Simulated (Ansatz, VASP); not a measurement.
# Two plane-wave programs on CsSnI3

```
Cs I Sn
1.0
     6.20570    0.00000    0.00000
     0.00000    6.20570    0.00000
     0.00000    0.00000    6.20570
Cs I Sn
1 3 1
Direct
  0.00000 0.00000 0.00000
  0.50000 0.50000 0.00000
  0.50000 0.00000 0.50000
  0.00000 0.50000 0.50000
  0.50000 0.50000 0.50000
```

Alike in both runs: task relaxation of cell and atoms; functional PBE; k mesh 4 × 4 × 4; occupations fermi-dirac, width 0.05 eV; no spin polarisation.

|  | VASP | Ansatz |
| --- | --- | --- |
| version | VASP 6.6.1 | Ansatz 0.2.0 |
| potentials or method | VASP PAW PBE potentials, release 54 (Cs_sv, I, Sn) | Ansatz PAW |
| plane-wave cutoff (eV) | 600 | 420 |
| valence electrons in the cell | 34 | 74 |

|  | VASP | Ansatz | Ansatz less VASP |
| --- | --- | --- | --- |
| gap on the k mesh at the Fermi level, each at its own relaxed structure (eV) | 0.50 | 0.50 | +0.003 |
| relaxed volume (Å³/atom) | 49.99 | 50.01 | +0.019 |
| relaxed cell length with the largest relative difference (Å) | 6.299 | 6.300 | +0.0008 |
| energy change over the relaxation (meV/atom) | -5 | -6 | -0.6 |

The two sets of potentials don't hold the same shells in valence.

Caveats: spin-orbit coupling is left out, which moves the levels of the heavy elements; the plane-wave basis is chosen anew once the cell has moved, so the energies of steps on either side of that aren't comparable (Ansatz). PBE usually gives volumes a little too large and moduli too small. A k mesh can miss the band edges.
